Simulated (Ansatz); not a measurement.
# Hg: from a first guess to the relaxed bcc type

First guess:

```
CELL_PARAMETERS angstrom
-1.80421 1.80421 1.80421
1.80421 -1.80421 1.80421
1.80421 1.80421 -1.80421
ATOMIC_POSITIONS crystal
Hg 0.00000 0.00000 0.00000
```

Computed with Ansatz 0.2.0, DFT, PBE, PAW with Ansatz's default frozen-core files, scalar-relativistic.

Cell and atoms relax within the symmetry of the start on a 16×16×16 k mesh with 0.05 eV Fermi–Dirac smearing.

The start is built from a prototype, known or not as a phase of this compound; the cutoff is 420 eV.

No spin–orbit coupling, which matters for the heavy atoms here.

Task: What is the pressure of the first guess?

Result: 5.68 GPa.

Task: What does it relax to?

Result: a = 3.892 Å, b = 3.892 Å, c = 3.892 Å, α = 90.00°, β = 90.00°, γ = 90.00° (conventional cell), 29.47 Å³ per atom:
```cif
data_structure
_symmetry_space_group_name_H-M 'Im-3m'
_symmetry_Int_Tables_number 229
_cell_length_a 3.8917
_cell_length_b 3.8917
_cell_length_c 3.8917
_cell_angle_alpha 90.000
_cell_angle_beta 90.000
_cell_angle_gamma 90.000
_cell_volume 58.94
loop_
_atom_site_label
_atom_site_type_symbol
_atom_site_symmetry_multiplicity
_atom_site_Wyckoff_symbol
_atom_site_fract_x
_atom_site_fract_y
_atom_site_fract_z
_atom_site_occupancy
Hg1 Hg 2 a 0.00000 0.00000 0.00000 1
```

Task: How much energy does the relaxation release?

Result: 69 meV/atom.
